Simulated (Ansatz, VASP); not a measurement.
# InP in VASP and in Ansatz

```
In P
1.0
     0.00000    2.76524    2.76524
     2.76524    0.00000    2.76524
     2.76524    2.76524    0.00000
In P
1 1
Cartesian
  0.0000 0.0000 0.0000
  2.7652 2.7652 2.7652
```

Alike in both runs: task single point; functional PBEsol; k mesh 14 × 14 × 14; occupations gaussian, width 0.05 eV; no spin polarisation.

|  | VASP | Ansatz |
| --- | --- | --- |
| version | VASP 6.6.1 | Ansatz 0.2.0 |
| potentials or method | VASP PAW PBE potentials, release 64 (In_d, P) | scalar-relativistic, plane waves, PAW |
| plane-wave cutoff (eV) | 520 | 420 |
| valence electrons in the cell | 18 | 18 |

```tsv
	VASP	Ansatz	Ansatz less VASP
gap on the k mesh at the Fermi level (eV)	none	none	-
pressure (GPa)	-3.0	-3.0	-0.02
```

A gap of «none» marks a metal or a gap that the smearing closes.

Caveats: the PAW data sets were made with another functional, which shifts forces and pressure a little (VASP).
